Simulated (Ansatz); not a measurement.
**NiO under changes of volume**

One of the cells (9.076 Å³/atom); the others are scaled copies at fixed shape and fractional positions:

```xyz
2
Lattice="0.0000 2.0859 2.0859 2.0859 0.0000 2.0859 2.0859 2.0859 0.0000" Properties=species:S:1:pos:R:3 pbc="T T T"
Ni    0.0000    0.0000    0.0000
O     2.0859    2.0859    2.0859
```

* Program: Ansatz 0.2.0
* Functional: revPBE
* Dispersion: D3(BJ)
* Potentials or basis: Ansatz PAW
* Cutoff: 420 eV (not typed: the program's choice for these potentials)
* k mesh: 11 × 11 × 11
* Occupations: fermi-dirac, width 0.05 eV
* Spin: collinear spin, ferromagnetic start
* Starting moments: [1.0, 0.0] μB

| volume (Å³/atom) | energy over the lowest point (meV/atom) | pressure (GPa) | moment (μB per cell) |
| --- | --- | --- | --- |
| 8.531 | 44.06 | 18.5 | 1.59 |
| 8.713 | ? | ? | ? |
| 8.894 | 11.26 | 9.7 | 1.75 |
| 9.076 | 2.76 | 4.7 | 1.80 |
| 9.257 | 0.00 | 0.0 | 1.84 |
| 9.439 | 2.10 | -3.9 | 1.87 |
| 9.620 | 8.38 | -7.3 | 1.90 |

What does the run at 8.713 Å³/atom give?

Energy over the lowest point 25.33 meV/atom; pressure 14.4 GPa; moment 1.67 μB per cell.

Worked out: A Birch-Murnaghan fit of order 3 (a polynomial in V^(-2/3)) to the other rows has its minimum at 9.27 Å³/atom with B0 = V·E''(V) = 219 GPa (rough, since the energies scatter). It gives 24.66 meV/atom at 8.713 Å³/atom, against the run's 25.33, and -dE/dV = 14.5 GPa, against 14.4. A parabola through the other rows of the moment, of slope 0.414 μB per Å³/atom there, gives 1.67 μB, against the run's 1.67.

Energies are extrapolated to zero smearing.

Caveats: a cell with one magnetic atom can't hold antiferromagnetic order, which such compounds often take; pairwise dispersion overbinds metals, which lowers pressure and volume; the PAW data sets come from PBE, with cores solved anew for the run's functional, which leaves a small shift of forces and pressure.
